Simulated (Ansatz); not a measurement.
LiH in the h-MgO structure (r2SCAN geometry), in Ansatz:

```
CELL_PARAMETERS angstrom
3.25482 0.00000 0.00000
-1.62741 2.81876 0.00000
0.00000 0.00000 4.06907
ATOMIC_POSITIONS crystal
Li 0.33333 0.66667 0.25000
Li 0.66667 0.33333 0.75000
H 0.66667 0.33333 0.25000
H 0.33333 0.66667 0.75000
```

G0W0@PBE with 140 empty bands, a screening cutoff of 140 eV and a 6×6×4 mesh (PAW, contour deformation) gives 3.753 eV over the mesh points, from a PBE gap of 1.837 eV; it sums over 144 bands with 133 plane waves in the screening and a wave cutoff of 420 eV. G0W0 values are finite-basis, finite-mesh values. Simulation only: spin-unpolarised, and no claim that this is the phase found in nature.

(1) Estimate the gap with starting point r2SCAN.

(2) Estimate the gap with starting point HSE06.

Results:

(1) 4.143 eV (+0.390 eV), from a Kohn-Sham gap of 2.344 eV.

(2) 4.352 eV (+0.599 eV), from a Kohn-Sham gap of 2.739 eV.
